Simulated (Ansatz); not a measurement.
Starting structure, upper atoms moved at random (sigma 0.25 A) (AlP, F-43m (No. 216), (1 1 0) face):

```
CELL_PARAMETERS angstrom
7.73624 0.00000 0.00000
0.00000 5.47035 0.00000
0.00000 0.00000 20.80218
ATOMIC_POSITIONS crystal
Al 0.25000 0.50000 0.36054
Al 0.75000 0.50000 0.36054
P 0.50000 0.25000 0.36054
P 0.00000 0.25000 0.36054
Al 0.50000 0.00000 0.45351
Al 0.00000 0.00000 0.45351
P 0.75000 0.75000 0.45351
P 0.25000 0.75000 0.45351
Al 0.67218 0.45995 0.55637
Al 0.25750 0.55734 0.54249
P 0.01182 0.28488 0.52698
P 0.53725 0.19808 0.53478
Al 0.04835 0.94826 0.62007
Al 0.48101 0.86238 0.62279
P 0.22597 0.66870 0.65416
P 0.81946 0.70909 0.63782
```

Theory: DFT PBEsol, scalar-relativistic, plane waves, PAW in Ansatz. Settings: cutoff 420 eV, Γ-centred mesh 4×5×1 on the computed 16-atom cell, Gaussian smearing of 0.05 eV; no spin polarisation. A dipole correction removes the field between periodic images along c.

Atoms 1, 2, 3, 4, 5, 6, 7, 8 (counted from 1) are held. The cell is fixed. Force threshold 0.02 eV/Å.

```tsv
step	E − E_final (eV)	largest force (eV/Å)
1	7.363	9.761
2	3.576	4.429
3	1.387	2.267
4	0.308	0.750
5	0.017	0.169
6	0.000	0.024
7	0.000	0.003
```

(1) What is the final structure?

## Answers

(1)
```
CELL_PARAMETERS angstrom
7.73624 0.00000 0.00000
0.00000 5.47035 0.00000
0.00000 0.00000 20.80218
ATOMIC_POSITIONS crystal
Al 0.25000 0.50000 0.36054
Al 0.75000 0.50000 0.36054
P 0.50000 0.25000 0.36054
P 0.00000 0.25000 0.36054
Al 0.50000 0.00000 0.45351
Al 0.00000 0.00000 0.45351
P 0.75000 0.75000 0.45351
P 0.25000 0.75000 0.45351
Al 0.75017 0.50038 0.55009
Al 0.25017 0.50039 0.55008
P 0.00018 0.25337 0.54677
P 0.50016 0.25336 0.54677
Al 0.00019 0.92678 0.61758
Al 0.50019 0.92676 0.61757
P 0.25019 0.72223 0.64724
P 0.75018 0.72224 0.64723
```

Cost: 1 run of about 1.7 core-minutes, on AMD EPYC 9R45 (Zen 5) (shared hosts).